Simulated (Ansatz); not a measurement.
Input and command of a calculation in Ansatz (plane waves; scalar-relativistic PAW potentials unless the input names others):

```yaml
crystal:
  lattice:
    - [3.2702526784, 0.0, 0.0]
    - [-1.6351263392, 2.8321218963, 0.0]
    - [0.0, 0.0, 16.411298818]
  atoms:
    - { symbol: W, position: [0.0, 0.0, 0.0] }
    - { symbol: Se, position: [0.3333333333, 0.6666666667, 0.1003992715] }
    - { symbol: Se, position: [0.3333333333, 0.6666666667, 0.8996007285] }
basis:
  ecutwfc: 420
kpoints:
  mp_grid: { grid: [12, 12, 2] }
hamiltonian:
  xc: pbesol
scf:
  occupations: { method: fermi_dirac, width: 1.0 }
  max_iter: 100
output:
  forces: true
  eigenvalues: true
  stress: true
```

```bash
ansatz run input.yaml --threads 2 --pin off --max-ram 5120MiB --backend cpu --events-out ev --progress --plain --runs-dir out
```

Abridged log:
```
Basis set: ecut = 420 eV, 2995 PW (Γ), exchange–correlation on 48×48×240 points (8 copies of the dense FFT grid, shifted against one another)
Bands: 52, of which v1, the nominal top of the filled ones, is band 23 counted from 1 (22 counted from 0)
Symmetry: 12 space group operations
k-points: 38 of 288 (time reversal used)
SCF iter   1: F=—  HF=-21108.511633 eV  |F-HF|=—  |Δ(HF+E_count)|=         —  Δρ=8.71e-3  dr2=2.06e-1  ethr=1.77e-3  ⟨swp⟩=12.1  Hψ=10680  notcnv=0
SCF iter   2: F=—  HF=-21108.485712 eV  |F-HF|=—  |Δ(HF+E_count)|=   2.59e-2  Δρ=2.89e-3  dr2=2.30e-2  ethr=4.48e-4  ⟨swp⟩=2.4  Hψ=2936  notcnv=0
SCF iter   3: F=—  HF=-21108.481665 eV  |F-HF|=—  |Δ(HF+E_count)|=   4.05e-3  Δρ=4.90e-4  dr2=6.24e-4  ethr=4.99e-5  ⟨swp⟩=2.7  Hψ=2999  notcnv=0
SCF iter   4: F=—  HF=-21108.481859 eV  |F-HF|=—  |Δ(HF+E_count)|=   1.94e-4  Δρ=1.06e-4  dr2=2.12e-5  ethr=1.36e-6  ⟨swp⟩=3.3  Hψ=3589  notcnv=0
SCF iter   5: F=—  HF=-21108.481790 eV  |F-HF|=—  |Δ(HF+E_count)|=   6.91e-5  Δρ=2.09e-5  dr2=2.03e-6  ethr=4.60e-8  ⟨swp⟩=3.5  Hψ=3673  notcnv=0
SCF iter   6: F=—  HF=-21108.481791 eV  |F-HF|=—  |Δ(HF+E_count)|=   1.09e-6  Δρ=7.15e-6  dr2=1.57e-7  ethr=4.41e-9  ⟨swp⟩=4.6  Hψ=3531  notcnv=0
SCF iter   7: F=-21108.481791 eV  HF=-21108.481791 eV  |F-HF|=2.56e-8  |Δ(HF+E_count)|=   1.27e-7  Δρ=2.33e-6  dr2=2.18e-8  ethr=2.17e-10  ⟨swp⟩=14.2  Hψ=11237  notcnv=0
SCF 1 converged in 7 iterations: F = -21108.481791 eV  dr2 = 2.18e-8
SCF converged after 7 iterations
Free energy (F): -21108.481791 eV
Harris-Foulkes:  -21108.481791 eV  (|F-HF|=2.56e-8)
Internal energy: -21103.440554 eV  (E = F + TS)
E sigma→0 (E₀):  -21105.961172 eV
Entropy (-TS):   -5.041237 eV (-1680.412 meV/atom)
Fermi energy:    2.340117 eV
--- Forces (eV/Å), atoms counted from 1 ---
  atom   1  W      0.00000000     0.00000000     0.00000000
  atom   2  Se     0.00000000     0.00000000     1.42836533
  atom   3  Se     0.00000000     0.00000000    -1.42836533
--- Stress (GPa, compression-positive) ---
        3.900245       0.000000       0.000000
        0.000000       3.900245       0.000000
        0.000000       0.000000       4.975311
  P = ⅓ Tr σ = 4.2586 GPa (42.586 kbar)
```

**Question.** What is wrong with this input?

**Answer.** The fault is a smearing of electronvolts (scf.occupations: {"method": "gaussian", "width": 0.05} → {"method": "fermi_dirac", "width": 1.0}, the first being the value of the sound run). Setting it back cures it. The run converged all the same, with an energy at zero smearing 251 meV/atom above the reference's, pressure 4.26 GPa, largest force 1.428 eV/Å, gap on the mesh 1.66 eV, so convergence alone doesn't show that an input is right. A reference run from the same start on usual settings converged with pressure 0.94 GPa, largest force 0.462 eV/Å, gap on the mesh 1.64 eV.

The run took 13 s on 2 threads of Arm Neoverse V2 (shared host), peak memory 0.54 GiB.